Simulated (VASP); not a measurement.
# Ru (Im-3m) in VASP: notebook

The runs below take Ru through single point, relaxation of cell and atoms, with PBEsol.

Program: VASP 6.6.1. These are calculated values, not measurements. Logs are shortened: lines on timing, memory, paths and dates and some standing lists are left out, and cuts for length are marked.

### Step 1. The crystal as given

Symmetry: Im-3m, No. 229, cubic system. Conventional cell: a = 3.018 Å, b = 3.018 Å, c = 3.018 Å, α = 90.00°, β = 90.00°, γ = 90.00°. Around Ru (site symmetry m-3m) lie 8 Ru at 2.61 Å.

The cell was built by a generator and needn't be a form met in nature.

### Step 2. Single point, PBEsol

INCAR reads:

```
  PREC = Accurate
  ENCUT = 520
  EDIFF = 1E-6
  ISMEAR = 0
  SIGMA = 0.1
  LREAL = F
  LASPH = T
  NELM = 100
  ALGO = Fast
  ISIF = 2
  LWAVE = F
  LCHARG = F
  GGA = PS
  NBANDS = 13
```

KPOINTS reads:

```
regular mesh
0
Gamma
  20 20 20
```

POSCAR reads:

```
Ru
1.0
   -1.5091932372      1.5091932372      1.5091932372
    1.5091932372     -1.5091932372      1.5091932372
    1.5091932372      1.5091932372     -1.5091932372
Ru
1
Direct
    0.0000000000      0.0000000000      0.0000000000
```

Potentials or basis: VASP PAW PBE potentials, release 64 (Ru_pv).

Started as:

```
> cat potpaw_PBE.64/Ru_pv/POTCAR > POTCAR
> mpirun -np 1 vasp_std > vasp.out
```

OUTCAR:

```text
PREC = Accurate
   ENCUT = 520
   EDIFF = 1E-6
   ISMEAR = 0
   LREAL = F
   LASPH = T
   NELM = 100
   ISIF = 2
   GGA = PS

 ion  position               nearest neighbor table
   1  0.000  0.000  0.000-

  LATTYP: Found a body centered cubic cell.
 ALAT       =     3.0183864744

  Lattice vectors:

 A1 = (  -1.5091932372,   1.5091932372,   1.5091932372)
 A2 = (   1.5091932372,  -1.5091932372,   1.5091932372)
 A3 = (   1.5091932372,   1.5091932372,  -1.5091932372)

Analysis of symmetry for initial positions (statically):
=====================================================================
 Subroutine PRICEL returns:
 Original cell was already a primitive cell.

 Routine SETGRP: Setting up the symmetry group for a
 body centered cubic supercell.

 Subroutine GETGRP returns: Found 48 space group operations
 (whereof 48 operations were pure point group operations)
 out of a pool of 48 trial point group operations.

The static configuration has the point symmetry O_h .

Analysis of symmetry for dynamics (positions and initial velocities):
=====================================================================
 Subroutine PRICEL returns:
 Original cell was already a primitive cell.

 Routine SETGRP: Setting up the symmetry group for a
 body centered cubic supercell.

 Subroutine GETGRP returns: Found 48 space group operations
 (whereof 48 operations were pure point group operations)
 out of a pool of 48 trial point group operations.

The dynamic configuration has the point symmetry O_h .

 Subroutine INISYM returns: Found 48 space group operations
 (whereof 48 operations are pure point group operations),
 and found     1 'primitive' translations

----------------------------------------------------------------------------------------

                                     Primitive cell

  volume of cell :      13.7497

  direct lattice vectors                    reciprocal lattice vectors
    -1.509193237  1.509193237  1.509193237     0.000000000  0.331302836  0.331302836
     1.509193237 -1.509193237  1.509193237     0.331302836  0.000000000  0.331302836
     1.509193237  1.509193237 -1.509193237     0.331302836  0.331302836  0.000000000

  length of vectors
     2.613999365  2.613999365  2.613999365     0.468532964  0.468532964  0.468532964

  position of ions in fractional coordinates (direct lattice)
     0.000000000  0.000000000  0.000000000

  ion indices of the primitive-cell ions
   primitive index   ion index
                 1           1

----------------------------------------------------------------------------------------

 KPOINTS: regular mesh

Automatic generation of k-mesh.
 Grid dimensions read from file:
 generate k-points for:   20   20   20

 Generating k-lattice:

  Cartesian coordinates                     Fractional coordinates (reciprocal lattice)
     0.000000000  0.016565142  0.016565142     0.050000000  0.000000000  0.000000000
     0.016565142  0.000000000  0.016565142     0.000000000  0.050000000  0.000000000
     0.016565142  0.016565142  0.000000000     0.000000000  0.000000000  0.050000000

  Length of vectors
     0.023426648  0.023426648  0.023426648

  Shift w.r.t. Gamma in fractional coordinates (k-lattice)
     0.000000000  0.000000000  0.000000000

 Subroutine IBZKPT returns following result:
 ===========================================

 Found    256 irreducible k-points:

 Following reciprocal coordinates:
            Coordinates               Weight
  0.000000  0.000000  0.000000      1.000000
  0.050000  0.000000  0.000000     12.000000
  0.100000  0.000000  0.000000     12.000000
  0.150000  0.000000  0.000000     12.000000
  0.200000  0.000000  0.000000     12.000000
  0.250000  0.000000  0.000000     12.000000
[... 16 lines left out ...]
  0.200000  0.100000  0.000000     48.000000
  0.250000  0.100000  0.000000     48.000000
 [... further k-points ...]
   k-points           NKPTS =    256   k-points in BZ     NKDIM =    256   number of bands    NBANDS=     13
   number of dos      NEDOS =    301   number of ions     NIONS =      1
   total plane-waves  NPLWV =   8000
   dimension x,y,z NGX =    20 NGY =   20 NGZ =   20
   dimension x,y,z NGXF=    40 NGYF=   40 NGZF=   40
   ions per type =               1
   NGX,Y,Z   is equivalent  to a cutoff of  12.72, 12.72, 12.72 a.u.
   NGXF,Y,Z  is equivalent  to a cutoff of  25.44, 25.44, 25.44 a.u.
 SYSTEM =  unknown system
   PREC   = accura    normal or accurate (medium, high low for compatibility)
   ISTART =      0    job   : 0-new  1-cont  2-samecut
   ICHARG =      2    charge: 1-file 2-atom 10-const
   ISPIN  =      1    spin polarized calculation?
   LNONCOLLINEAR =      F non collinear calculations
   LSORBIT =      F    spin-orbit coupling
   LASPH  =      T    aspherical Exc in radial PAW
   ENCUT  =  520.0 eV  38.22 Ry    6.18 a.u.   4.86  4.86  4.86*2*pi/ulx,y,z
   NELM   =    100;   NELMIN=  2; NELMDL= -5     # of ELM steps
   EDIFF  = 0.1E-05   stopping-criterion for ELM
   LREAL  =      F    real-space projection
   EDIFFG = 0.1E-04   stopping-criterion for IOM
   NSW    =      0    number of steps for IOM
   IBRION =     -1    ionic relax: 0-MD 1-quasi-New 2-CG
   NFREE  =      0    steps in history (QN), initial steepest desc. (CG)
   ISIF   =      2    stress and relaxation
   ISYM   =      2    0-nonsym 1-usesym 2-fastsym
   POTIM  = 0.5000    time-step for ionic-motion
   TEBEG  =    0.0;   TEEND  =   0.0 temperature during run
   PSTRESS=    0.0 pullay stress
   NELECT =      14.0000    total number of electrons
   NUPDOWN=      -1.0000    fix difference up-down
   EMIN   =  10.00;   EMAX   =-10.00  energy-range for DOS
   EFERMI =   0.00;   METHOD = LEGACY
   ISMEAR =     0;   SIGMA  =   0.10  broadening in eV -4-tet -1-fermi 0-gaus
   EFERMI_NEDOS =   21; number of points for ismear=-14 and -15
   IALGO  =     68    algorithm
   IMIX   =      4    mixing-type and parameters
     AMIX     =   0.40;   BMIX     =  1.00
     AMIX_MAG =   1.60;   BMIX_MAG =  1.00
  volume/ion in A,a.u.               =      13.75        92.79
  Fermi-wavevector in a.u.,A,eV,Ry     =   1.646971  3.112324 36.905994  2.712514
  Thomas-Fermi vector in A             =   2.736509
   LORBIT       =      0    0 simple, 1 ext, 2 COOP (PROOUT), +10 PAW based schemes
   GGA     = PS    functional components
   LHFCALC =     F    Hartree Fock is set to
   AEXX    =    0.0000 exact exchange contribution
   IVDW    =     0    specifies the selected vdW correction
   LEPSILON=     F    determine dielectric tensor
   LRPA    =     F    only Hartree local field effects (RPA)
 non-spin polarized calculation
 RMM-DIIS sequential band-by-band and
 Gauss-broadening in eV      SIGMA  =   0.10
  energy-cutoff  :      520.00
  volume of cell :       13.75
 maximum number of plane-waves:       382
   NGX =  9   NGY =  9   NGZ =  9

 number of electron      13.9999995 magnetization

 Free energy of the ion-electron system (eV)
  ---------------------------------------------------
  ext. energy  EPLUGINS =         0.00000000
  ---------------------------------------------------
  free energy    TOTEN  =        -9.50993499 eV

  energy without entropy =       -9.49955082  energy(sigma->0) =       -9.50474290

 E-fermi :  12.6263     XC(G=0): -14.1919

 val. band max:       12.6243027478   @ k =   0.4000   0.1500   0.0500
 cond. band min:      12.6320720352   @ k =   0.1500   0.0500   0.0000
 fundamental gap:      0.0077692875
 Fermi energy:        12.6262874145

 k-point     1 :       0.0000    0.0000    0.0000
  band No.  band energies     occupation
      1     -29.8847      2.00000
      2     -29.8847      2.00000
      3     -29.8847      2.00000
      4       4.4749      2.00000
      5       9.7585      2.00000
      6       9.7585      2.00000
      7       9.7585      2.00000
      8      12.5310      1.82225
      9      12.5310      1.82225
     10      23.0069      0.00000
     11      29.7492      0.00000
     12      29.7492      0.00000
     13      29.7492      0.00000

 k-point     2 :       0.0500    0.0000    0.0000
  band No.  band energies     occupation
      1     -29.9117      2.00000
      2     -29.8933      2.00000
      3     -29.8848      2.00000
      4       4.5875      2.00000
      5       9.7058      2.00000
      6       9.7553      2.00000
      7       9.8555      2.00000
      8      12.4594      1.98174
      9      12.5340      1.80839
     10      23.0068      0.00000
     11      29.8142      0.00000
     12      29.8831      0.00000
     13      29.9250      0.00000

 k-point     3 :       0.1000    0.0000    0.0000
  band No.  band energies     occupation
      1     -29.9895      2.00000
      2     -29.9182      2.00000
      3     -29.8851      2.00000
      4       4.9127      2.00000
      5       9.5559      2.00000
      6       9.7384      2.00000
      7      10.1427      2.00000
      8      12.2853      2.00000
      9      12.5449      1.75054
     10      23.0068      0.00000
     11      29.9598      0.00000
     12      30.1943      0.00000
     13      30.4413      0.00000
[... 305 lines left out ...]
 k-point    23 :       0.2000    0.1000    0.0000
  band No.  band energies     occupation
      1     -30.4514      2.00000
      2     -30.0601      2.00000
      3     -29.9216      2.00000
      4       6.7364      2.00000
      5       8.8271      2.00000
      6       9.4269      2.00000
      7      11.8625      2.00000
      8      12.4974      1.93163
      9      12.8842      0.00027
     10      23.0062      0.00000
     11      29.1202      0.00000
     12      29.3568      0.00000
     13      32.9552      0.00000

 k-point    24 :       0.2500    0.1000    0.0000
  band No.  band energies     occupation
      1     -30.5914      2.00000
      2     -30.1207      2.00000
      3     -29.9238      2.00000
      4       6.9402      2.00000
      5       8.5660      2.00000
      6       9.8480      2.00000
      7      11.9975      2.00000
      8      12.9211      0.00003
      9      13.5064      0.00000
     10      23.0057      0.00000
     11      27.6945      0.00000
     12      28.5315      0.00000
     13      33.4963      0.00000

 [... further k-points ...]

------------------------ aborting loop because EDIFF is reached ----------------------------------------

  FORCE on cell =-STRESS in cart. coord.  units (eV):
  Direction    XX          YY          ZZ          XY          YZ          ZX
  --------------------------------------------------------------------------------------
  -------------------------------------------------------------------------------------
  Total       -0.0123837     -0.0123837     -0.0123837      0.0000000      0.0000000      0.0000000
  in kB       -1.4429965     -1.4429965     -1.4429965      0.0000000      0.0000000      0.0000000
  external PRESSURE =      -1.4429965 kB  Pullay stress =       0.0000000 kB

 VOLUME and BASIS-vectors are now :
 -----------------------------------------------------------------------------
  energy-cutoff  :      520.00
  volume of cell :       13.75
      direct lattice vectors                 reciprocal lattice vectors
    -1.509193237  1.509193237  1.509193237     0.000000000  0.331302836  0.331302836
     1.509193237 -1.509193237  1.509193237     0.331302836  0.000000000  0.331302836
     1.509193237  1.509193237 -1.509193237     0.331302836  0.331302836  0.000000000

 POSITION                                       TOTAL-FORCE (eV/Angst)
 -----------------------------------------------------------------------------------
      0.00000      0.00000      0.00000         0.000000      0.000000      0.000000
 -----------------------------------------------------------------------------------
    total drift:                                0.000000     -0.000000      0.000000

  FREE ENERGIE OF THE ION-ELECTRON SYSTEM (eV)
  ---------------------------------------------------
  free  energy   TOTEN  =        -9.5099349879 eV

  energy  without entropy=       -9.4995508196  energy(sigma->0) =       -9.50474290
```

Run time: 15 s. Hardware: 1 thread of Intel Xeon 6975P-C (Granite Rapids), shared host; peak memory 0.16 GiB.

What came out:

| Quantity | Value |
| --- | --- |
| Free energy | -9.5099 eV |
| Pressure | -0.1 GPa |
| Band gap on the k mesh | none (metal or under the smearing width) |

Caveat: the PAW data sets were made with another functional, which shifts forces and pressure a little.

### Step 3. Relaxation of cell and atoms, PBEsol

INCAR reads:

```
SYSTEM = Ru
  PREC = Accurate
  ENCUT = 600
  EDIFF = 1E-6
  ISMEAR = 0
  SIGMA = 0.1
  LREAL = .False.
  LASPH = .True.
  NELM = 100
  ALGO = Normal
  ISIF = 3
  LWAVE = .False.
  LCHARG = .False.
  GGA = PS
  IBRION = 2
  NSW = 100
  EDIFFG = -0.01
```

KPOINTS reads:

```
Automatic mesh
0
Gamma
  20 20 20
  0 0 0
```

POSCAR reads:

```
Ru
1.0
   -1.5085257607      1.5085257607      1.5085257607
    1.5085257607     -1.5085257607      1.5085257607
    1.5085257607      1.5085257607     -1.5085257607
Ru
1
Direct
    0.0000000000      0.0000000000      0.0000000000
```

Potentials or basis: VASP PAW PBE potentials, release 64 (Ru_pv).

Started as:

```
> cat potpaw_PBE.64/Ru_pv/POTCAR > POTCAR
> mpirun -np 1 vasp_std > vasp.out
```

OUTCAR:

```text
SYSTEM = Ru
   PREC = Accurate
   ENCUT = 600
   EDIFF = 1E-6
   ISMEAR = 0
   LREAL = .False.
   LASPH = .True.
   NELM = 100
   ISIF = 3
   GGA = PS
   IBRION = 2
   NSW = 100
   EDIFFG = -0.01

 ion  position               nearest neighbor table
   1  0.000  0.000  0.000-

  LATTYP: Found a body centered cubic cell.
 ALAT       =     3.0170515214

  Lattice vectors:

 A1 = (  -1.5085257607,   1.5085257607,   1.5085257607)
 A2 = (   1.5085257607,  -1.5085257607,   1.5085257607)
 A3 = (   1.5085257607,   1.5085257607,  -1.5085257607)

Analysis of symmetry for initial positions (statically):
=====================================================================
 Subroutine PRICEL returns:
 Original cell was already a primitive cell.

 Routine SETGRP: Setting up the symmetry group for a
 body centered cubic supercell.

 Subroutine GETGRP returns: Found 48 space group operations
 (whereof 48 operations were pure point group operations)
 out of a pool of 48 trial point group operations.

The static configuration has the point symmetry O_h .

Analysis of symmetry for dynamics (positions and initial velocities):
=====================================================================
 Subroutine PRICEL returns:
 Original cell was already a primitive cell.

 Routine SETGRP: Setting up the symmetry group for a
 body centered cubic supercell.

 Subroutine GETGRP returns: Found 48 space group operations
 (whereof 48 operations were pure point group operations)
 out of a pool of 48 trial point group operations.

The dynamic configuration has the point symmetry O_h .

 Subroutine INISYM returns: Found 48 space group operations
 (whereof 48 operations are pure point group operations),
 and found     1 'primitive' translations

----------------------------------------------------------------------------------------

[... 131 lines left out ...]

 number of electron      13.9999997 magnetization

 Free energy of the ion-electron system (eV)
  ---------------------------------------------------
  ext. energy  EPLUGINS =         0.00000000
  ---------------------------------------------------
  free energy    TOTEN  =        -9.51001616 eV

  energy without entropy =       -9.49964949  energy(sigma->0) =       -9.50483283

------------------------ aborting loop because EDIFF is reached ----------------------------------------

  FORCE on cell =-STRESS in cart. coord.  units (eV):
  Direction    XX          YY          ZZ          XY          YZ          ZX
  --------------------------------------------------------------------------------------
  -------------------------------------------------------------------------------------
  Total        0.0275507      0.0275507      0.0275507      0.0000000      0.0000000      0.0000000
  in kB        3.2145915      3.2145915      3.2145915      0.0000000      0.0000000      0.0000000
  external PRESSURE =       3.2145915 kB  Pullay stress =       0.0000000 kB
[... 57 lines left out ...]
--------------------------------------- Ionic step        3  -------------------------------------------

 number of electron      13.9999997 magnetization

 Free energy of the ion-electron system (eV)
  ---------------------------------------------------
  ext. energy  EPLUGINS =         0.00000000
  ---------------------------------------------------
  free energy    TOTEN  =        -9.51003031 eV

  energy without entropy =       -9.49964937  energy(sigma->0) =       -9.50483984

 E-fermi :  12.6323     XC(G=0): -14.1940

 val. band max:       12.6302868968   @ k =   0.4000   0.1500   0.0500
 cond. band min:      12.6379940222   @ k =   0.1500   0.0500  -0.0000
 fundamental gap:      0.0077071254
 Fermi energy:        12.6322711676

 k-point     1 :       0.0000    0.0000    0.0000
  band No.  band energies     occupation
      1     -29.8790      2.00000
      2     -29.8790      2.00000
      3     -29.8790      2.00000
      4       4.4794      2.00000
      5       9.7631      2.00000
      6       9.7631      2.00000
      7       9.7631      2.00000
      8      12.5370      1.82232
      9      12.5370      1.82232
     10      23.0150      0.00000
     11      29.7560      0.00000
[... 309 lines left out ...]
 k-point    24 :       0.2500    0.1000    0.0000
  band No.  band energies     occupation
      1     -30.5865      2.00000
      2     -30.1152      2.00000
      3     -29.9182      2.00000
      4       6.9445      2.00000
      5       8.5700      2.00000
      6       9.8532      2.00000
      7      12.0031      2.00000
      8      12.9272      0.00003
      9      13.5130      0.00000
     10      23.0139      0.00000
     11      27.7046      0.00000

 [... further k-points ...]

------------------------ aborting loop because EDIFF is reached ----------------------------------------

  FORCE on cell =-STRESS in cart. coord.  units (eV):
  Direction    XX          YY          ZZ          XY          YZ          ZX
  --------------------------------------------------------------------------------------
  -------------------------------------------------------------------------------------
  Total        0.0007241      0.0007241      0.0007241      0.0000000      0.0000000     -0.0000000
  in kB        0.0844104      0.0844104      0.0844104      0.0000000      0.0000000     -0.0000000
  external PRESSURE =       0.0844104 kB  Pullay stress =       0.0000000 kB
[... 16 lines left out ...]
  FREE ENERGIE OF THE ION-ELECTRON SYSTEM (eV)
  ---------------------------------------------------
  free  energy   TOTEN  =        -9.5100303095 eV

  energy  without entropy=       -9.4996493654  energy(sigma->0) =       -9.50483984

 reached required accuracy - stopping structural energy minimisation
```

Wall time 24 s (1 thread of Intel Xeon 6975P-C (Granite Rapids), shared host); peak memory 0.18 GiB.

What came out:

- Free energy: -9.5100 eV
- Relaxed volume: 13.74 Å³/atom
- Relaxed cell: a = 2.614 Å, b = 2.614 Å, c = 2.614 Å, α = 109.47°, β = 109.47°, γ = 109.47°
- Space group after relaxing (to 0.05 Å): Im-3m (No. 229)
- Energy gained by relaxing: 0.0 meV/atom
- Ionic steps: 3
- Pressure after relaxing: 0.0 GPa
- Band gap on the k mesh: none (metal or under the smearing width)

Final structure:
```
Ru
1.0
    -1.50902    1.50902    1.50902
     1.50902   -1.50902    1.50902
     1.50902    1.50902   -1.50902
Ru
1
Direct
  0.00000 0.00000 0.00000
```

Levels at points of the mesh, in eV from the Fermi level:
```csv
k point,band 5,band 6,band 7,band 8,band 9,band 10
"(0.00, 0.00, 0.00)",-2.87,-2.87,-2.87,-0.10,-0.10,10.38
"(0.50, 0.00, 0.00)",-4.67,-0.11,0.38,1.15,2.52,10.29
"(0.50, 0.50, 0.50)",-6.43,1.89,1.89,1.89,9.35,9.35
```

Caveat: the PAW data sets were made with another functional, which shifts forces and pressure a little.
